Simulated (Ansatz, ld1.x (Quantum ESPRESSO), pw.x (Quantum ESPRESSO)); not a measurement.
**rubidium (Rb): one change to the TM potential, in the atom and in the fcc crystal**

* Element: Rb (Z = 37)
* Generator: ld1.x (Quantum ESPRESSO) 7.5
* Type: norm-conserving Troullier–Martins (Kleinman–Bylander form)
* Functional: PBE
* Relativity: scalar-relativistic
* Frozen core: [Kr]
* Valence charge: 1
* Reference configuration: 4d0 5s0.75 5p0 (charge +0.25)
* Partial waves: 5p (bound, empty): rc 4.20 bohr; 4d (bound, empty): rc 4.20 bohr; 5s (bound): rc 3.50 bohr
* Local potential: the s channel
* Core correction: a·sin(br)/r model core, default radius (core density twice the valence density)

Change: local potential the p channel.

Cutoffs, loose and tight: the cutoffs (Ry, on a coarse ladder) from which the occupation-weighted sum of valence levels, in a spherical-Bessel basis at the reference potential, stays within 10 and 1 mRy of its value at 400 Ry. They do not see the model core or the augmentation charge, which bear on the density cutoff. Test errors are all-electron minus pseudo excitation energies from the reference, over the configurations 4d0 5s1 5p0; 4d0 5s0.5 5p0; 4d0 5s0 5p1; 4d1 5s0 5p0; 4d0.5 5s0.5 5p0; variants that change the core or the reference have their own tests.

Crystal test: fcc Rb in pw.x 7.5, no spin, 8³ k-points, Fermi–Dirac smearing 0.01 Ry, cutoffs set for each file from its atomic test. The reference is all-electron LAPW (Ansatz 0.2.0) with the same functional, mesh and smearing; V0 and B0 come from Birch–Murnaghan fits to the pressures at five volumes. Errors are pseudo minus all-electron; Δ is the rms difference of the E(V) curves that follow from these fits, minima aligned, over ±6 % about the mean V0. Mesh and smearing are coarse, so the numbers serve the comparison and aren't converged zero-temperature values; the lattice is a test structure that the element need not adopt.

All-electron: a0 = 7.166 Å (V0 = 91.99 Å³/atom), B0 = 2.7 GPa.

Task: Does the change bring the crystal closer to the all-electron result?

Result: The mean pressure error goes from -0.05 to -0.11 GPa, so the change moves the solid further from the all-electron pressures.

```tsv
quantity	base	changed
outcome (atom)	generated	generated
cutoff, loose (atom)	6 Ry	6 Ry
cutoff, tight (atom)	6 Ry	6 Ry
bound ghosts (atom)	none	s
largest test error (meV) (atom)	+6.1	+6.1
cutoffs in pw.x (Ry)	50/200	50/200
a0 (Å)	7.120	7.063
a0 error (%)	-0.64	-1.44
B0 error (%)	+0.6	+5.2
Δ (meV/atom)	1.0	2.3
mean pressure error (GPa)	-0.05	-0.11
```

Base: This is a poor potential for the solid. Changed file: This is a poor potential for the solid. Note: ghost state, extra bound levels that the all-electron valence spectrum of the same l lacks: s at -0.71 eV. A true bound ghost makes a file unfit for plane-wave use. The logarithmic derivative shows an extra or strongly shifted pseudo pole above the reference energy (s near -0.05 Ry). The atomic cutoffs weigh occupied waves only.
